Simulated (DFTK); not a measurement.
LiH under changes of volume

One of the cells (8.449 Å³/atom); the others are scaled copies at fixed shape and fractional positions:

```
Li H
1.0
     0.00000    2.03675    2.03675
     2.03675    0.00000    2.03675
     2.03675    2.03675    0.00000
Li H
1 1
Direct
  0.00000 0.00000 0.00000
  0.50000 0.50000 0.50000
```

* Program: DFTK 0.8.2
* Functional: PBEsol
* Potentials or basis: dojo.nc.sr.pbesol.v0_4_1.standard.upf (PBEsol)
* Cutoff: 1007 eV
* k mesh: 11 × 11 × 11
* Occupations: fermi-dirac, width 0.05 eV
* Spin: no spin polarisation

```tsv
volume (Å³/atom)	energy over the lowest point (meV/atom)	pressure (GPa)	gap on the mesh (eV)
7.942	0.00	-0.3	2.94
8.111	0.69	-1.1	2.96
8.280	2.12	-1.7	2.97
8.449	4.23	-2.3	2.98
8.618	6.95	-2.9	2.99
8.787	?	?	?
8.956	14.03	-3.9	3.01
```

Problem. What does the run at 8.787 Å³/atom give?

Solution. Energy over the lowest point 10.23 meV/atom; pressure -3.4 GPa; gap on the mesh 3.00 eV.

Worked out: A Birch-Murnaghan fit of order 3 (a polynomial in V^(-2/3)) to the other rows has its minimum at 7.88 Å³/atom, just outside them, with B0 = V·E''(V) = 37 GPa and B' = 3.4. It gives 10.23 meV/atom at 8.787 Å³/atom, against the run's 10.23, and -dE/dV = -3.4 GPa, against -3.4. A straight line through the other rows of the gap, of slope 0.557 eV per unit of ln V (its deformation potential), gives 3.00 eV, against the run's 3.00.

Energies are extrapolated to zero smearing.

Caveats: the minimum lies outside the volumes run; an odd mesh through Γ misses points on the zone boundary, where band edges often lie.
